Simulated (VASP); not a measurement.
# Hf in VASP: single point with r2SCAN

Aim: the single point of Hf with r2SCAN.

Everything below comes from runs of VASP 6.6.1. Logs are shortened: lines on timing, memory, paths and dates and some standing lists are left out, and cuts for length are marked.

## (1) The slab as given

The cell holds a slab with vacuum, 3 atoms: a = 3.314 Å, b = 3.314 Å, c = 25.305 Å, α = 90.00°, β = 90.00°, γ = 120.00°.

The cell was built by a generator and needn't be a form met in nature.

## (2) Single point, r2SCAN

The input, POSCAR:

```
Hf
1.0
    3.3135237204      0.0000000000      0.0000000000
   -1.6567618602      2.8695957179      0.0000000000
    0.0000000000      0.0000000000     25.3047156066
Hf
3
Direct
    0.6666666667      0.3333333333      0.2766282818
    0.3333333333      0.6666666667      0.3684677646
    0.6666666667      0.3333333333      0.4665381780
```

The input, INCAR.step1:

```
ALGO     = Normal         # electronic algorithm
DIPOL    = 0.5 0.5 0.371
EDIFF    = 1E-4           # SCF threshold, eV
ENCUT    = 520            # plane-wave cutoff, eV
GGA      = PE             # functional
IDIPOL   = 3            
ISMEAR   = 1              # smearing method
LASPH    = True           # aspherical terms in the spheres
LCHARG   = False          # write CHGCAR
LDIPOL   = True         
LREAL    = False          # projectors in reciprocal space
LWAVE    = True           # write WAVECAR
NBANDS   = 22             # bands
NELM     = 100            # most SCF steps
PREC     = Accurate       # precision mode
SIGMA    = 0.1            # smearing width, eV
```

The input, INCAR.step2:

```
ALGO     = Normal         # electronic algorithm
DIPOL    = 0.5 0.5 0.371
EDIFF    = 1E-6           # SCF threshold, eV
ENCUT    = 520            # plane-wave cutoff, eV
IDIPOL   = 3            
ISIF     = 2              # what is computed and relaxed
ISMEAR   = 1              # smearing method
ISTART   = 1            
LASPH    = True           # aspherical terms in the spheres
LCHARG   = True           # write CHGCAR
LDIPOL   = True         
LELF     = True           # ELF
LMIXTAU  = True         
LREAL    = False          # projectors in reciprocal space
LVACPOTAV= True         
LVHAR    = True         
LWAVE    = False          # write WAVECAR
METAGGA  = R2SCAN         # meta-GGA
NBANDS   = 22             # bands
NELM     = 100            # most SCF steps
PREC     = Accurate       # precision mode
SIGMA    = 0.1            # smearing width, eV
```

The input, KPOINTS:

```
k-points
0
Gamma
  12 12 1
```

Potentials or basis: VASP PAW PBE potentials, release 64 (Hf_pv).

The run is started by

```
cat potpaw_PBE.64/Hf_pv/POTCAR > POTCAR
cp INCAR.step1 INCAR
mpirun -np 1 vasp_std > vasp.out
cp INCAR.step2 INCAR
mpirun -np 1 vasp_std > vasp.out
```

OUTCAR:

```text
EDIFF = 1E-6
   ENCUT = 520
   ISIF = 2
   ISMEAR = 1
   ISTART = 1
   LASPH = True
   LREAL = False
   METAGGA = R2SCAN
   NELM = 100
   PREC = Accurate

 ion  position               nearest neighbor table
   1  0.667  0.333  0.277-   2 3.01   2 3.01   2 3.01
   2  0.333  0.667  0.368-   1 3.01   1 3.01   1 3.01   3 3.13   3 3.13   3 3.13
   3  0.667  0.333  0.467-   2 3.13   2 3.13   2 3.13

  LATTYP: Found a hexagonal cell.
 ALAT       =     3.3135237204
 C/A-ratio  =     7.6367992934

  Lattice vectors:

 A1 = (   3.3135237204,   0.0000000000,   0.0000000000)
 A2 = (  -1.6567618602,   2.8695957179,   0.0000000000)
 A3 = (   0.0000000000,   0.0000000000,  25.3047156066)

Analysis of symmetry for initial positions (statically):
=====================================================================
 Subroutine PRICEL returns:
 Original cell was already a primitive cell.

 Routine SETGRP: Setting up the symmetry group for a
 hexagonal supercell.

 Subroutine GETGRP returns: Found  6 space group operations
 (whereof  6 operations were pure point group operations)
 out of a pool of 24 trial point group operations.

The static configuration has the point symmetry C_3v.

Analysis of symmetry for dynamics (positions and initial velocities):
=====================================================================
 Subroutine PRICEL returns:
 Original cell was already a primitive cell.

 Routine SETGRP: Setting up the symmetry group for a
 hexagonal supercell.

 Subroutine GETGRP returns: Found  6 space group operations
 (whereof  6 operations were pure point group operations)
 out of a pool of 24 trial point group operations.

The dynamic configuration has the point symmetry C_3v.

 Subroutine INISYM returns: Found  6 space group operations
 (whereof  6 operations are pure point group operations),
 and found     1 'primitive' translations

----------------------------------------------------------------------------------------

                                     Primitive cell

  volume of cell :     240.6092

  direct lattice vectors                    reciprocal lattice vectors
     3.313523720  0.000000000  0.000000000     0.301793524  0.174240572  0.000000000
    -1.656761860  2.869595718  0.000000000     0.000000000  0.348481144  0.000000000
     0.000000000  0.000000000 25.304715607     0.000000000  0.000000000  0.039518326

  length of vectors
     3.313523720  3.313523720 25.304715607     0.348481144  0.348481144  0.039518326

  position of ions in fractional coordinates (direct lattice)
     0.666666667  0.333333333  0.276628282
     0.333333333  0.666666667  0.368467765
     0.666666667  0.333333333  0.466538178

  ion indices of the primitive-cell ions
   primitive index   ion index
                 1           1
                 2           2
                 3           3

----------------------------------------------------------------------------------------

 KPOINTS: k-points

Automatic generation of k-mesh.
 Grid dimensions read from file:
 generate k-points for:   12   12    1

 Generating k-lattice:

  Cartesian coordinates                     Fractional coordinates (reciprocal lattice)
     0.025149460  0.014520048  0.000000000     0.083333333  0.000000000  0.000000000
     0.000000000  0.029040095  0.000000000     0.000000000  0.083333333  0.000000000
     0.000000000  0.000000000  0.039518326     0.000000000  0.000000000  1.000000000

  Length of vectors
     0.029040095  0.029040095  0.039518326

  Shift w.r.t. Gamma in fractional coordinates (k-lattice)
     0.000000000  0.000000000  0.000000000

 Subroutine IBZKPT returns following result:
 ===========================================

 Found     19 irreducible k-points:

 Following reciprocal coordinates:
            Coordinates               Weight
  0.000000  0.000000  0.000000      1.000000
  0.083333 -0.000000  0.000000      6.000000
  0.166667 -0.000000  0.000000      6.000000
  0.250000  0.000000  0.000000      6.000000
  0.333333 -0.000000  0.000000      6.000000
  0.416667 -0.000000  0.000000      6.000000
[... 11 lines left out ...]
  0.333333  0.250000  0.000000     12.000000
  0.333333  0.333333  0.000000      2.000000
   k-points           NKPTS =     19   k-points in BZ     NKDIM =     19   number of bands    NBANDS=     22
   number of dos      NEDOS =    301   number of ions     NIONS =      3
   total plane-waves  NPLWV = 150528
   dimension x,y,z NGX =    28 NGY =   28 NGZ =  192
   dimension x,y,z NGXF=    56 NGYF=   56 NGZF=  384
   ions per type =               3
   NGX,Y,Z   is equivalent  to a cutoff of  14.05, 14.05, 12.61 a.u.
   NGXF,Y,Z  is equivalent  to a cutoff of  28.10, 28.10, 25.23 a.u.
 SYSTEM =  unknown system
   PREC   = accura    normal or accurate (medium, high low for compatibility)
   ISTART =      1    job   : 0-new  1-cont  2-samecut
   ICHARG =      0    charge: 1-file 2-atom 10-const
   ISPIN  =      1    spin polarized calculation?
   LNONCOLLINEAR =      F non collinear calculations
   LSORBIT =      F    spin-orbit coupling
   LASPH  =      T    aspherical Exc in radial PAW
   ENCUT  =  520.0 eV  38.22 Ry    6.18 a.u.   6.16  6.16 47.05*2*pi/ulx,y,z
   NELM   =    100;   NELMIN=  2; NELMDL=  0     # of ELM steps
   EDIFF  = 0.1E-05   stopping-criterion for ELM
   LREAL  =      F    real-space projection
   EDIFFG = 0.1E-04   stopping-criterion for IOM
   NSW    =      0    number of steps for IOM
   IBRION =     -1    ionic relax: 0-MD 1-quasi-New 2-CG
   NFREE  =      0    steps in history (QN), initial steepest desc. (CG)
   ISIF   =      2    stress and relaxation
   ISYM   =      2    0-nonsym 1-usesym 2-fastsym
   POTIM  = 0.5000    time-step for ionic-motion
   TEBEG  =    0.0;   TEEND  =   0.0 temperature during run
   PSTRESS=    0.0 pullay stress
   NELECT =      30.0000    total number of electrons
   NUPDOWN=      -1.0000    fix difference up-down
   EMIN   =  10.00;   EMAX   =-10.00  energy-range for DOS
   EFERMI =   0.00;   METHOD = LEGACY
   ISMEAR =     1;   SIGMA  =   0.10  broadening in eV -4-tet -1-fermi 0-gaus
   EFERMI_NEDOS =   21; number of points for ismear=-14 and -15
   IALGO  =     38    algorithm
   IMIX   =      4    mixing-type and parameters
     AMIX     =   0.40;   BMIX     =  1.00
     AMIX_MAG =   1.60;   BMIX_MAG =  1.00
  volume/ion in A,a.u.               =      80.20       541.24
  Fermi-wavevector in a.u.,A,eV,Ry     =   0.817858  1.545527  9.100821  0.668891
  Thomas-Fermi vector in A             =   1.928381
   LORBIT       =      0    0 simple, 1 ext, 2 COOP (PROOUT), +10 PAW based schemes
   METAGGA = R2SCAN    functional components
   LHFCALC =     F    Hartree Fock is set to
   AEXX    =    0.0000 exact exchange contribution
   IVDW    =     0    specifies the selected vdW correction
   LEPSILON=     F    determine dielectric tensor
   LRPA    =     F    only Hartree local field effects (RPA)
 non-spin polarized calculation
 Methfessel and Paxton  Order N= 1 SIGMA  =   0.10
  energy-cutoff  :      520.00
  volume of cell :      240.61
 maximum number of plane-waves:      6536
 NGX is ok and might be reduce to    28
   NGX = 13   NGY = 13   NGZ = 95

 dipolmoment           0.000000      0.000000      0.001882 electrons x Angstroem

 number of electron      30.0000002 magnetization

 dipolmoment           0.000000      0.000000     -0.003835 electrons x Angstroem

 Free energy of the ion-electron system (eV)
  ---------------------------------------------------
  ext. energy  EPLUGINS =         0.00000000
  ---------------------------------------------------
  free energy    TOTEN  =      -132.92168294 eV

  energy without entropy =     -132.92277526  energy(sigma->0) =     -132.92204705

 E-fermi :  -1.5635     XC(G=0):  -4.2382

 val. band max:       -1.5761559715   @ k =   0.3333  -0.0000   0.0000
 cond. band min:      -1.4587110008   @ k =   0.3333   0.2500   0.0000
 fundamental gap:      0.1174449707
 Fermi energy:        -1.5635259308

 k-point     1 :       0.0000    0.0000    0.0000
  band No.  band energies     occupation
      1     -33.9936      2.00000
      2     -33.8251      2.00000
      3     -33.4838      2.00000
      4     -33.4838      2.00000
      5     -33.3489      2.00000
      6     -33.3489      2.00000
[... 14 lines left out ...]
     21       0.2351     -0.00000
     22       0.5393      0.00000

 k-point     2 :       0.0833   -0.0000    0.0000
  band No.  band energies     occupation
      1     -33.9858      2.00000
      2     -33.8229      2.00000
      3     -33.5122      2.00000
      4     -33.4904      2.00000
      5     -33.3812      2.00000
      6     -33.3561      2.00000
[... 14 lines left out ...]
     21       0.3850     -0.00000
     22       0.6817      0.00000

 k-point     3 :       0.1667   -0.0000    0.0000
  band No.  band energies     occupation
      1     -33.9654      2.00000
      2     -33.8173      2.00000
      3     -33.5885      2.00000
      4     -33.5085      2.00000
      5     -33.4654      2.00000
      6     -33.3755      2.00000
[... 14 lines left out ...]
     21       0.7309      0.00000
     22       0.8252      0.00000
[... 351 lines left out ...]
 k-point    18 :       0.3333    0.2500    0.0000
  band No.  band energies     occupation
      1     -33.8961      2.00000
      2     -33.8296      2.00000
      3     -33.7511      2.00000
      4     -33.7259      2.00000
      5     -33.6893      2.00000
      6     -33.5890      2.00000
[... 14 lines left out ...]
     21       2.1413      0.00000
     22       2.3660      0.00000

 k-point    19 :       0.3333    0.3333    0.0000
  band No.  band energies     occupation
      1     -33.8933      2.00000
      2     -33.7908      2.00000
      3     -33.7670      2.00000
      4     -33.7429      2.00000
      5     -33.6708      2.00000
      6     -33.6456      2.00000
[... 14 lines left out ...]
     21       2.2650      0.00000
     22       2.5151      0.00000

------------------------ aborting loop because EDIFF is reached ----------------------------------------

  FORCE on cell =-STRESS in cart. coord.  units (eV):
  Direction    XX          YY          ZZ          XY          YZ          ZX
  --------------------------------------------------------------------------------------
  -------------------------------------------------------------------------------------
  Total       -5.2740811     -5.2740811     -0.9790806      0.0000000      0.0000000      0.0000000
  in kB      -35.1192413    -35.1192413     -6.5195370      0.0000000      0.0000000      0.0000000
  external PRESSURE =     -25.5860066 kB  Pullay stress =       0.0000000 kB

 VOLUME and BASIS-vectors are now :
 -----------------------------------------------------------------------------
  energy-cutoff  :      520.00
  volume of cell :      240.61
      direct lattice vectors                 reciprocal lattice vectors
     3.313523720  0.000000000  0.000000000     0.301793524  0.174240572  0.000000000
    -1.656761860  2.869595718  0.000000000     0.000000000  0.348481144  0.000000000
     0.000000000  0.000000000 25.304715607     0.000000000  0.000000000  0.039518326

 POSITION                                       TOTAL-FORCE (eV/Angst)
 -----------------------------------------------------------------------------------
      1.65676      0.95653      7.00000        -0.000000     -0.000000     -0.111383
     -0.00000      1.91306      9.32397         0.000000      0.000000      0.609344
      1.65676      0.95653     11.80562        -0.000000      0.000000     -0.497961
 -----------------------------------------------------------------------------------
    total drift:                                0.000001     -0.000000      0.001104

  FREE ENERGIE OF THE ION-ELECTRON SYSTEM (eV)
  ---------------------------------------------------
  free  energy   TOTEN  =      -132.9216829371 eV

  energy  without entropy=     -132.9227752640  energy(sigma->0) =     -132.92204705

 vacuum level on the upper side and lower side of the slab         2.605         2.677
```

Wall time 21 min (1 thread of Intel Xeon Platinum 8488C (Sapphire Rapids), shared host); peak memory 0.44 GiB.

What came out:

| Quantity | Value |
| --- | --- |
| Free energy | -132.9217 eV |
| Largest force | 0.609 eV/Å |
| Band gap on the k mesh | none (metal or under the smearing width) |
| Work function of the upper face | 4.17 eV |
| Work function of the lower face | 4.24 eV |

Forces in eV/Å, atoms in the order of the input:
```
Hf   0.000  0.000 -0.111
Hf   0.000  0.000  0.609
Hf   0.000  0.000 -0.498
```

Levels at points of the mesh, in eV from the Fermi level:
```csv
k point,band 12,band 13,band 14,band 15,band 16,band 17,band 18,band 19
"(0.00, 0.00, 0.00)",-3.75,-0.12,0.15,0.91,1.12,1.12,1.19,1.19
"(0.50, 0.00, 0.00)",-2.48,-1.24,-1.20,0.25,0.49,1.15,1.18,1.87
```

Caveat: the PAW data sets were made with another functional, which shifts forces and pressure a little.
